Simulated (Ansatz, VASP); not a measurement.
# Cross-check of GaAs between VASP and Ansatz, part 2 of 2

Wanted: the spread between two codes on one cell, functional and k mesh. The cell is taken from a series of VASP runs on this material, whose earlier steps may have relaxed, scaled or displaced it; both programs get it as it stands.

VASP 6.6.1 and Ansatz 0.2.0.

So far: The starting structure; VASP: relaxation of cell and atoms, r2SCAN with rVV10.

## (3) Ansatz: relaxation of cell and atoms, r2SCAN with rVV10

Level of this step: Ansatz beside VASP: Kohn-Sham DFT, plane waves, r2SCAN with rVV10 (Ansatz).

Ansatz runs on its default PAW (the set named soft_2) files.

The same cell, functional, mesh and smearing now go to Ansatz, which takes its cutoff from its data sets.

File input.yaml:

```yaml
crystal:
  lattice:
    - [0.0, 2.8245425014, 2.8245425014]
    - [2.8245425014, 0.0, 2.8245425014]
    - [2.8245425014, 2.8245425014, 0.0]
  atoms:
    - { symbol: As, position: [0.75, 0.75, 0.75] }
    - { symbol: Ga, position: [0.0, 0.0, 0.0] }
hamiltonian:
  xc: r2scan
  pseudopotentials: { kind: paw }
  dispersion: rvv10
kpoints:
  mp_grid: { grid: [6, 6, 6] }
scf:
  occupations: { method: gaussian, width: 0.03 }
relax:
  f_tol: 0.01
  max_steps: 60
  cell: { stress_tol: 0.05 }
output:
  forces: true
  stress: true
```

Launch:

```bash
$ ansatz run input.yaml --threads 4 --pin off --max-ram 9216MiB --backend cpu --events-out ev --progress --plain --runs-dir out
```

Numbers of over 12 decimals in the logs are rounded to 6 here.

Output:

```text
Engine: ansatz 0.2.0, aarch64-unknown-linux-gnu
Pseudopotentials: kind: paw
Pseudopotential: As, paw, valence charge 15, recommended cutoff 500 eV (meta_gga), As.paw.azcp
Pseudopotential: Ga, paw, valence charge 13, recommended cutoff 500 eV (meta_gga), Ga.paw.azcp
Functional definition: r2SCAN+rVV10
  parameter k0 = 0.174
  parameter k1 = 0.065
  parameter a1 = 4.9479
  exchange = r2scan_x(k0 = k0, k1 = k1, a1 = a1)
  correlation = r2scan_c + rvv10(11.95, 0.0093)
Crystal: 2 atoms, lattice volume = 45.069 Å³
Basis set: ecut = 500 eV, 1139 PW (Γ), exchange–correlation on 144×144×144 points (64 copies of the dense FFT grid, shifted against one another)
Bands: 18, of which v1, the nominal top of the filled ones, is band 14 counted from 1 (13 counted from 0)
Symmetry: 24 space group operations
Space group: F-43m (ITA 216), of the structure as read, at distance tolerance 3.6e-5 Å
k-points: 16 of 216 (time reversal used)
Non-local potential: As, projectors of the file, l = 0: 2, l = 1: 2, l = 2: 3, l = 3: 1
Non-local potential: Ga, projectors of the file, l = 0: 2, l = 1: 2, l = 2: 3, l = 3: 1
PAW form: soft (Blöchl's): semilocal exchange-correlation on the pseudo side does not see the compensation charge
rVV10 density: all electrons in the spheres
PAW frozen core: As, regenerated for the run's functional (the file was generated under x = pbe(κ = 0.804, μ = 0.219515), c = pbe(β = 0.066725))
PAW frozen core: Ga, regenerated for the run's functional (the file was generated under x = pbe(κ = 0.804, μ = 0.219515), c = pbe(β = 0.066725))
PAW one-centre angular grid: As, 590 points (default); XC on 160 Gauss nodes
PAW one-centre angular grid: Ga, 590 points (default); XC on 160 Gauss nodes
Initial density: superposition of atomic densities (neutral atoms: chi_scale 0, normalization atom), corrected by the library's trained network
Initial wavefunctions: pseudopotential atomic-orbital guess
Functional: x = r2scan, c = r2scan + rvv10(b = 11.95, C = 0.0093); τ floored in thin density (d = 2e-4 eV/Å³)
SCF iter   1: F=—  HF=-8653.285240 eV  |F-HF|=—  |Δ(HF+E_count)|=         —  Δρ=7.92e-3  dr2=1.03e-2  dr2_τ=4.43e-3  ethr=1.77e-3  ⟨swp⟩=5.9  Hψ=1380  notcnv=0
preconditioner: auto → none  [insulator: Δε(μ)=0.952 eV  Ē_g=16.303 eV  σ=0.030 eV  W_gap=1.00  n_scr=14 (ndim 8)  ℏωp=23.5 eV  f_vac=0.087  D(μ)=0.00/eV (n_scr^D=0)  ε∞_Penn≈3.1]
SCF iter   2: F=—  HF=-8653.296076 eV  |F-HF|=—  |Δ(HF+E_count)|=   1.08e-2  Δρ=1.79e-3  dr2=1.57e-3  dr2_τ=3.25e-5  ethr=3.67e-5  ⟨swp⟩=2.1  Hψ=706  notcnv=0
SCF iter   3: F=—  HF=-8653.295727 eV  |F-HF|=—  |Δ(HF+E_count)|=   3.49e-4  Δρ=1.60e-3  dr2=4.28e-4  dr2_τ=3.73e-6  ethr=5.62e-6  ⟨swp⟩=2.0  Hψ=496  notcnv=0
SCF iter   4: F=—  HF=-8653.295903 eV  |F-HF|=—  |Δ(HF+E_count)|=   1.76e-4  Δρ=3.43e-4  dr2=2.87e-5  dr2_τ=4.83e-7  ethr=1.53e-6  ⟨swp⟩=2.9  Hψ=530  notcnv=0
SCF iter   5: F=—  HF=-8653.295891 eV  |F-HF|=—  |Δ(HF+E_count)|=   1.22e-5  Δρ=5.60e-5  dr2=1.39e-6  dr2_τ=1.67e-8  ethr=1.02e-7  ⟨swp⟩=2.0  Hψ=512  notcnv=0
SCF iter   6: F=-8653.295890 eV  HF=-8653.295890 eV  |F-HF|=8.78e-9  |Δ(HF+E_count)|=   3.82e-7  Δρ=1.36e-5  dr2=7.11e-8  dr2_τ=2.33e-9  ethr=3.57e-10  ⟨swp⟩=3.0  Hψ=1156  notcnv=0
SCF 1 converged in 6 iterations: F = -8653.295890 eV  dr2 = 7.11e-8
  greatest PAW one-centre occupation: 0.999 electrons in one spin orbital (limit 2), on the As atom at site 0 (counted from 0), in its partial waves of l = 2
relax step   1: F+E_penalty+E_count = -8653.29589047 eV  Δ(F+E_penalty+E_count) = +0.000e0 eV  max|allowed force component| = 1.359e-16 eV/Å  Δτ_max = 0.0000 Å  P = -0.125 GPa  Ω = 45.069 Å³  (6 SCF iters, dr2 threshold 1.00e-7 eV, accepted)
[...]
relax step   2: F+E_penalty+E_count = -8653.29593519 eV  Δ(F+E_penalty+E_count) = -4.471e-5 eV  max|allowed force component| = 2.602e-17 eV/Å  Δτ_max = 0.0000 Å  P = -0.015 GPa  Ω = 45.003 Å³  energy of the carried Pulay correction = +1.592e-5 eV  (4 SCF iters, dr2 threshold 3.91e-8 eV, accepted)
[...]
relax step   3: F+E_penalty+E_count = -8653.29591943 eV  Δ(F+E_penalty+E_count) = +1.576e-5 eV  max|allowed force component| = 3.791e-17 eV/Å  Δτ_max = 0.0000 Å  P = -0.016 GPa  Ω = 45.003 Å³  stress off target by 1.57e-2 GPa  SCF on the basis re-selected at this cell (its energy is not comparable with the rows above)  (4 SCF iters)
basis re-selected at this cell: Δ(F+E_penalty+E_count) = +1.576e-5 eV, ΔP = -0.000 GPa vs the last step (what re-selecting the basis moved, of the pressure what is left beyond the Pulay correction that the steps carried, after the strain that the cell walked since its last selection, with what the two solves' SCF thresholds leave and, on support functions, any second-order correction that the steps lacked; it is no m [...]
SCF converged after 4 iterations
Free energy (F): -8653.295919 eV
Harris-Foulkes:  -8653.295919 eV  (|F-HF|=2.55e-11)
Internal energy: -8653.295919 eV  (E = F + TS)
E sigma→0 (E₀):  -8653.295919 eV
Fermi energy:    8.500813 eV
--- Per-component energies (eV) ---
  E_band       = -329.806921
  E_kinetic    = 218.635450
  E_local      = -3912.805943  (includes V_loc(G=0)·N_el)
  E_nonlocal   = -242.877622
  E_hartree    = 1974.375539
  E_xc         = -134.183438
  E_vxc        = -143.227373  (∫ρ·V_xc dr)
  E_paw        = -3852.085592  (= ΣΔE_a)
  E_vpaw       = -205.786657  (= ΣTr[D̂ρ^β])
  E_aug_tail   = -0.000016  (compensation charges beyond the density's cutoff)
  E_vtau       = 7.504010  (kinetic-family band-sum trace: ∫τ·v_τ [+ j·A + Jᵃ·Aᵃ] dr)
  E_ewald      = -2702.243820
  E_core_change = -2.110478  (= ΣΔE_core)
  E_smearing   = -0.000000  (= −TS)
  E_closure    = 0.000000  (closes the sum)
  Σ components = -8653.295919   (vs F -8653.295919, Δ=0.00e0)
--- Forces (eV/Å), atoms counted from 1 ---
  atom   1  As     0.00000000    -0.00000000    -0.00000000
  atom   2  Ga    -0.00000000     0.00000000     0.00000000
  max |Σ_I F_I| component: 7.22e-17 eV/Å
--- Stress (GPa, compression-positive) ---
       -0.015745       0.000000       0.000000
        0.000000      -0.015745       0.000000
        0.000000       0.000000      -0.015745
  P = ⅓ Tr σ = -0.0157 GPa (-0.157 kbar)
--- Relaxed structure (2 steps of the walk, 2 accepted, 1 SCFs on fresh bases) ---
  F+E_penalty+E_count = -8653.29591943 eV   max|allowed force component| = 3.791e-17 eV/Å   (the final SCF, on the basis selected at the relaxed cell)
  cell:  # Å, volume = 45.0030 Å³
    - [0, 2.823172, 2.823172]
    - [2.823172, 0, 2.823172]
    - [2.823172, 2.823172, 0]
  atoms:
    - { symbol: As, position: [0.750000, 0.750000, 0.750000] }
    - { symbol: Ga, position: [0, 0, 0] }
```

Run time: 4.9 s. Hardware: 4 threads of Arm Neoverse V1, shared host; peak memory 0.53 GiB.

## (4) Comparison

Known differences besides the potentials themselves: VASP keeps PBE cores, Ansatz makes them for the functional; both relaxations stop at a tolerance, which leaves soft axes loose, and VASP keeps its plane-wave basis; the data sets hold 28 valence electrons in Ansatz (default PAW (the set named soft_2) files) and 18 in VASP; the cutoff is 500 eV in Ansatz and 450 eV in VASP; Ansatz adds a Pulay correction to the stress that steers its cell, VASP none. Total energies have different zeros and are not compared.

Compared:

```
                                         quantity  Ansatz   VASP  difference
                                      volume (Å³)   45.00  45.07     -0.15 %
edge a after relaxation, in the typed setting (Å)   3.993  3.994     -0.05 %
```

The walks stopped with -0.02 GPa left in Ansatz and 0.01 GPa in VASP; each walk ends within a tolerance, so the volume difference is uncertain by about these residues over the bulk modulus, most in soft cells.

## (5) Summary of results

| Quantity | Value |
| --- | --- |
| difference in volume (relaxation of cell and atoms, r2SCAN with rVV10) | -0.15 % |

In words: The difference in volume is -0.15 % (relaxation of cell and atoms, r2SCAN with rVV10), within the 1.2 % picked in this series as the mark of a large difference, as far as the stopping tolerances let one tell. Such differences can come from data sets, numerical settings and the points named under the comparisons, not from the functional's error against experiment.

[Lines on the potential files, build, host, timing and source positions are cut from VASP's logs without a mark.]

[Logs are printed without paths, hosts, clocks, repeated set-up lines and the standing remarks that a program may print on its own settings, such as how far it seeks lower states.]

[Hosts, paths, dates, database ids (printed as entryN), source tags and the programs' standing remarks are cut or masked in the printed files.]
